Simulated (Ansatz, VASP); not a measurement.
BAs5 in VASP and in Ansatz

```
CELL_PARAMETERS angstrom
5.62735 0.00000 0.00000
-2.81368 4.87343 0.00000
0.00000 0.00000 4.62315
ATOMIC_POSITIONS crystal
B 0.00000 0.00000 0.00000
As 0.33333 0.66667 0.00000
As 0.66667 0.33333 0.00000
As 0.50000 0.00000 0.50000
As 0.50000 0.50000 0.50000
As 0.00000 0.50000 0.50000
```

Change from the starting cell: species swapped into the NdPt5 type (P6/mmm, No. 191).

Alike in both runs: task single point; functional PBE; k mesh 6 × 6 × 4; occupations gaussian, width 0.1 eV; no spin polarisation.

|  | VASP | Ansatz |
| --- | --- | --- |
| version | VASP 6.6.1 | Ansatz 0.2.0 |
| potentials or method | VASP PAW PBE potentials, release 64 (B, As) | scalar-relativistic, plane waves, PAW |
| plane-wave cutoff (eV) | 520 | 420 |
| valence electrons in the cell | 28 | 78 |

```tsv
	VASP	Ansatz	Ansatz less VASP
gap on the k mesh at the Fermi level (eV)	none	none	-
pressure (GPa)	-1.1	-1.2	-0.08
largest component of the traceless stress (GPa)	3.25	3.23	-0.016
```

A gap of «none» marks a metal or a gap that the smearing closes. With one functional, cell and mesh, what is left measures potentials, basis and numerics. The two sets of potentials don't hold the same shells in valence.
